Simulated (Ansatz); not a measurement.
The cell comes from COD entry 9011666, which wasn't checked; take it as a given geometry. The listed cell was then made from it by scaling, straining or moving an atom.

An input for AgCl: DFT, PBEsol, all-electron PAW with datasets made for the crystal, scalar-relativistic (Ansatz 0.2.0).

Command: `ansatz run input.yaml --threads 1 --pin off --max-ram 3072MiB --backend cpu --events-out ev --progress --plain --runs-dir out` The run took 3.3 s on 1 thread of Intel(R) Xeon(R) 6975P-C (Granite Rapids) (shared host), peak memory 0.47 GiB.

```yaml
crystal:
  lattice:
    - [0.0, 2.7356704056, 2.7356704056]
    - [2.7356704056, 0.0, 2.7356704056]
    - [2.7356704056, 2.7356704056, 0.0]
  atoms:
    - { symbol: Ag, position: [0.5, 0.5, 0.5] }
    - { symbol: Cl, position: [0.0, 0.0, 0.0] }
kpoints:
  mp_grid: { grid: [9, 9, 9] }
scf:
  occupations: { method: fermi_dirac, width: 0.01 }
hamiltonian:
  xc: pbesol
  pseudopotentials: { kind: all_electron, datasets: crystal }
output:
  forces: true
  stress: true
  eigenvalues: true
  efg: { contact_densities: true }
```

Set-up and iterations as logged by Ansatz (the results part is left out, to be predicted):

```
hamiltonian.pseudopotentials.datasets: crystal makes datasets for this crystal and solves the spheres of its atoms anew in each pass: cutoff 260.0 eV, the density's 1040.0 eV; for an error of 0.50 meV an atom under PBE, 1.0 meV for the cell; an energy difference from a run of another recipe may be off by several times the error for the cell, under r2SCAN by more, where some 0.1 meV an atom stays at smaller errors; Cl in spheres of 1.355 Å, 7 of its electrons in bands; Ag in spheres of 1.376 Å, 11 of its electrons in bands, 8 on its site; only band paths and densities of states list, in semicore columns, the levels of the semicore shells that are solved separately: 4s of Ag, 4p of Ag
Engine: ansatz 0.2.0
Pseudopotentials: kind: all_electron
Pseudopotential: Ag, paw, valence charge 19, recommended cutoff 260 eV (normal), Koelling and Harmon's equation, gaussian nucleus
Pseudopotential: Cl, paw, valence charge 7, recommended cutoff 260 eV (normal), Koelling and Harmon's equation, gaussian nucleus
Functional definition: PBEsol
  exchange = pbesol_x
  correlation = pbesol_c
Crystal: 2 atoms, lattice volume = 40.947 Å³
Basis set: ecut = 260 eV, 387 PW (Γ), exchange–correlation on 48×48×48 points (8 copies of the dense FFT grid, shifted against one another)
Bands: 13, of which v1, the nominal top of the filled ones, is band 9 counted from 1 (8 counted from 0)
Symmetry: 48 space group operations
Space group: Fm-3m (ITA 225), of the structure as read, at distance tolerance 3.4e-5 Å
k-points: 35 of 729
Non-local potential: Ag, projectors of the file, l = 0: 1, l = 1: 1, l = 2: 2
Non-local potential: Cl, projectors of the file, l = 0: 1, l = 1: 1
PAW form: soft (Blöchl's): semilocal exchange-correlation on the pseudo side does not see the compensation charge
PAW one-centre angular grid: Ag, 590 points (default); XC on its mesh's 1875 points in the sphere
PAW one-centre angular grid: Cl, 110 points (default); XC on its mesh's 1975 points in the sphere
Initial density: superposition of atomic densities (neutral atoms: chi_scale 0, normalization atom)
Initial wavefunctions: pseudopotential atomic-orbital guess
Functional: x = pbesol(κ = 0.804, μ = 0.12345679012345678), c = pbesol(β = 0.046)
iter 1 solved again at ethr=2.09e-3 eV; its pass at ethr=1.00e-1 eV (dr2=3.75e-1 eV) is discarded
SCF iter   1: F=—  HF=-157128.266017 eV  |F-HF|=—  |Δ(HF+E_count)|=         —  Δρ=2.34e-2  dr2=4.91e-1  ethr=2.09e-3  ⟨swp⟩=3.1  Hψ=2500  notcnv=0
SCF iter   2: F=—  HF=-157128.139086 eV  |F-HF|=—  |Δ(HF+E_count)|=   1.27e-1  Δρ=1.50e-2  dr2=7.67e-2  ethr=2.09e-3  ⟨swp⟩=3.0  Hψ=1299  notcnv=0
iter 3 solved again at ethr=3.08e-5 eV; its pass at ethr=4.26e-4 eV (dr2=5.54e-3 eV) is discarded
SCF iter   3: F=—  HF=-157128.114597 eV  |F-HF|=—  |Δ(HF+E_count)|=   2.45e-2  Δρ=3.81e-3  dr2=5.56e-3  ethr=3.08e-5  ⟨swp⟩=2.2  Hψ=2172  notcnv=0  defer=2
SCF iter   4: F=—  HF=-157128.114391 eV  |F-HF|=—  |Δ(HF+E_count)|=   2.06e-4  Δρ=1.68e-3  dr2=9.68e-4  ethr=3.08e-5  ⟨swp⟩=3.1  Hψ=1070  notcnv=0
SCF iter   5: F=—  HF=-157128.115056 eV  |F-HF|=—  |Δ(HF+E_count)|=   6.65e-4  Δρ=3.53e-4  dr2=3.94e-5  ethr=5.38e-6  ⟨swp⟩=2.2  Hψ=1067  notcnv=0  defer=1
SCF iter   6: F=—  HF=-157128.115042 eV  |F-HF|=—  |Δ(HF+E_count)|=   1.35e-5  Δρ=1.34e-4  dr2=5.09e-6  ethr=2.19e-7  ⟨swp⟩=2.3  Hψ=789  notcnv=0
SCF iter   7: F=—  HF=-157128.115040 eV  |F-HF|=—  |Δ(HF+E_count)|=   1.88e-6  Δρ=2.03e-5  dr2=1.55e-7  ethr=2.83e-8  ⟨swp⟩=2.1  Hψ=781  notcnv=0
SCF iter   8: F=-157128.115040 eV  HF=-157128.115040 eV  |F-HF|=5.82e-10  |Δ(HF+E_count)|=   1.04e-8  Δρ=1.61e-6  dr2=1.33e-9  ethr=8.63e-10  ⟨swp⟩=3.1  Hψ=932  notcnv=0
```

(1) What pressure will this run report?

## Answers

(1) -0.71 GPa (positive in compression).
